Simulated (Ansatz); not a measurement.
NiO: the change of pressure and cell moment with volume scale

Periodic Kohn-Sham DFT of a crystal at fixed atoms, scaled to volume_scale times the given cell; pressure positive in compression, energy less spherical unpolarised free atoms, largest_vzz the field gradient of largest size among the nuclei. The results are calculated, by Ansatz 0.2.0.

The cell before it is scaled or strained (space group Fm-3m, No. 225):
```
cell vectors (Å)
   0.0000     2.0913     2.0913
   2.0913     0.0000     2.0913
   2.0913     2.0913     0.0000
atoms (fractions of the cell vectors)
Ni  0.00000  0.00000  0.00000
O   0.50000  0.50000  0.50000
```

Settings of every row: method frozen-core PAW; functional PBE; relativity scalar; k mesh 17x17x17; filling fermi-dirac; smearing width 0.03 eV; wave cutoff 420 eV; paw set soft_2.

Atom:
```csv
element,start moment (bohr magneton)
Ni,1.5
O,0
```

Limits: semilocal functional can close the gap of open d or f salts; with one magnetic atom in the cell only parallel moments are possible.

```csv
row,volume scale,V (Å³/atom),pressure (GPa),cell moment (bohr magneton)
1,0.94,8.598,16.938,1.556
2,0.95,8.689,14.623,1.6
3,0.96,8.781,?,?
4,0.98,8.963,8.043,1.692
5,0.99,9.055,6.055,1.719
6,1,9.147,4.176,1.745
7,1.01,9.238,2.41,1.772
8,1.02,9.329,0.738,1.798
9,1.04,9.512,-2.391,1.845
10,1.05,9.604,-3.868,1.864
11,1.06,9.695,-5.293,1.881
```

Question: what pressure and cell moment should row 3 give?

Worked fit of pressure. Take u = (V_r/V)^(2/3) − 1 with V_r = 9.1925 Å³ an atom, which is twice the finite (Eulerian) strain; such expansions in the strain, on which the Birch-Murnaghan equation of state is built, carry the rest volume and the bulk modulus. The shown rows have u = 0.04558, 0.03827, 0.017, 0.0101, 0.00331, -0.00329, -0.00978, -0.02252, -0.02877, -0.03486. Least squares give pressure = 3.2896 + 268.946 × u + 680.25 × u² GPa; a straight line predicts inner rows, each left out in turn, worse (root mean square 0.43 against 0.032 GPa). The rows lie off it by -0.023, 0.045, -0.015, -0.020, -0.011, -0.002, 0.014, 0.031, 0.017, -0.034 (root mean square 0.024 GPa). The pressure vanishes at u = -0.0126, or V = 9.37 Å³ an atom, and there the bulk modulus at fixed shape and fractions is B = −V dP/dV = (2/3)(1 + u) dP/du = 166 GPa. The withheld row has u = 0.031, so the fit gives 3.2896 + 268.946 × (0.031) + 680.25 × (0.031)² = 12.281 GPa.

The calculation gave 12.332 GPa. The fit lies 0.051 GPa (0.23 % of the column's range) below it; its largest miss of a shown row is 0.045 GPa.

Worked fit of cell moment. Take t = volume scale − 1. The shown rows have t = -0.06, -0.05, -0.02, -0.01, 0, 0.01, 0.02, 0.04, 0.05, 0.06. Least squares give cell moment = 1.7472 + 2.684 × t − 7.27 × t² bohr magneton; a straight line predicts inner rows, each left out in turn, worse (root mean square 0.0085 against 0.0033 bohr magneton). The rows lie off it by -0.004, 0.005, 0.001, -0.001, -0.002, -0.001, 0.000, 0.002, 0.001, -0.001 (root mean square 0.0023 bohr magneton). The withheld row has t = -0.04, so the fit gives 1.7472 + 2.684 × (-0.04) − 7.27 × (-0.04)² = 1.628 bohr magneton.

The calculation gave 1.634 bohr magneton. The fit lies 0.006 bohr magneton (1.8 % of the column's range) below it; its largest miss of a shown row is 0.005 bohr magneton.
